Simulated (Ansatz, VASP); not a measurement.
# Two plane-wave programs on C

```
C
1.0
     0.00000    1.46690    1.46690
     1.46690    0.00000    1.46690
     1.46690    1.46690    0.00000
C
1
Direct
  0.00000 0.00000 0.00000
```

Alike in both runs: task single point; functional LDA; k mesh 20 × 20 × 20; occupations fermi-dirac, width 0.1 eV; no spin polarisation.

|  | VASP | Ansatz |
| --- | --- | --- |
| version | VASP 6.6.1 | Ansatz 0.2.0 |
| potentials or method | VASP PAW LDA potentials, release 64 (C) | plane waves (420 eV) with PAW, scalar-relativistic |
| plane-wave cutoff (eV) | 520 | 420 |
| valence electrons in the cell | 4 | 4 |

|  | VASP | Ansatz | Ansatz less VASP |
| --- | --- | --- | --- |
| pressure (GPa) | 17.6 | 16.9 | -0.68 |

Ansatz warned: «pseudo_functional_mismatch».

Caveats: so large a pressure means that the cell lies far from this level's equilibrium, or that cutoff or potentials fall short (VASP).
